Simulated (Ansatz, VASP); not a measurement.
Two plane-wave programs on CdS

INCAR

```
ALGO = Normal
EDIFF = 1E-6
ENCUT = 520
GGA = PE
ISIF = 2
ISMEAR = 0
LASPH = True
LCHARG = True
LELF = True
LREAL = False
LVHAR = True
LWAVE = False
NBANDS = 16
NELM = 100
PREC = Accurate
SIGMA = 0.03
```

The input KPOINTS:

```
k-points
0
Gamma
  12 12 12
```

POSCAR

```
CdS
1.0
    0.0000000000      2.7088290720      2.8442705256
    2.7088290720      0.0000000000      2.8442705256
    2.7088290720      2.7088290720      0.0000000000
Cd S
1 1
Direct
    0.0000000000      0.0000000000      0.0000000000
    0.5000000000      0.5000000000      0.5000000000
```

Input for Ansatz:

```yaml
crystal:
  lattice:
    - [0.0, 2.708829072, 2.8442705256]
    - [2.708829072, 0.0, 2.8442705256]
    - [2.708829072, 2.708829072, 0.0]
  atoms:
    - { symbol: Cd, position: [0.0, 0.0, 0.0] }
    - { symbol: S, position: [0.5, 0.5, 0.5] }
basis:
  ecutwfc: 420
kpoints:
  mp_grid: { grid: [12, 12, 12] }
hamiltonian:
  xc: pbe
scf:
  occupations: { method: gaussian, width: 0.03 }
output:
  forces: true
  stress: true
  eigenvalues: true
```

Alike in both runs: task single point; functional PBE; k mesh 12 × 12 × 12; occupations gaussian, width 0.03 eV; no spin polarisation.

```csv
,VASP,Ansatz
version,VASP 6.6.1,Ansatz 0.2.0
potentials or method,"VASP PAW PBE potentials, release 64 (Cd, S)","scalar-relativistic, plane waves, PAW"
plane-wave cutoff (eV),520,420
valence electrons in the cell,18,26
```

```csv
,VASP,Ansatz,Ansatz less VASP
gap on the k mesh at the Fermi level (eV),0.07,0.08,+0.011
least direct gap on the mesh (eV),1.39,1.41,+0.022
pressure (GPa),0.2,-0.1,-0.37
largest component of the traceless stress (GPa),2.17,2.07,-0.101
```

The two sets of potentials don't hold the same shells in valence.
